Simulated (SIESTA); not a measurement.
**Ta in SIESTA: the effect of basis**

Crystal: Ta.

```xyz
1
Lattice="-1.6513 1.6513 1.6513 1.6513 -1.6513 1.6513 1.6513 1.6513 -1.6513" Properties=species:S:1:pos:R:3 pbc="T T T"
Ta    0.0000    0.0000    0.0000
```

Alike in all runs:

| Item | Value |
| --- | --- |
| Program | SIESTA 5.4.2 |
| Task | band structure |
| Functional | PBEsol |
| Potentials or basis | PseudoDojo 0.4 standard (PBEsol files) |
| Grid cutoff | 800 Ry |
| Energy shift | 0.003 Ry |
| k mesh | 11 × 11 × 11 |
| Occupations | fermi-dirac, width 0.05 eV |
| Spin | no spin polarisation |

```csv
basis,pressure (GPa)
SZ,?
SZP,-3.2
DZ,-5.4
DZP,-3.9
TZP,-3.9
TZDP,-3.4
```

Question: What does the run with basis SZ give?

Answer: Pressure -22.2 GPa.

Caveats: short orbitals over semicore shells can move pressures by several GPa; the basis of atomic orbitals isn't converged, which shifts pressures, moduli and gaps; the basis has no polarisation orbitals (some runs).

Runs at the PBE level aren't shown here.
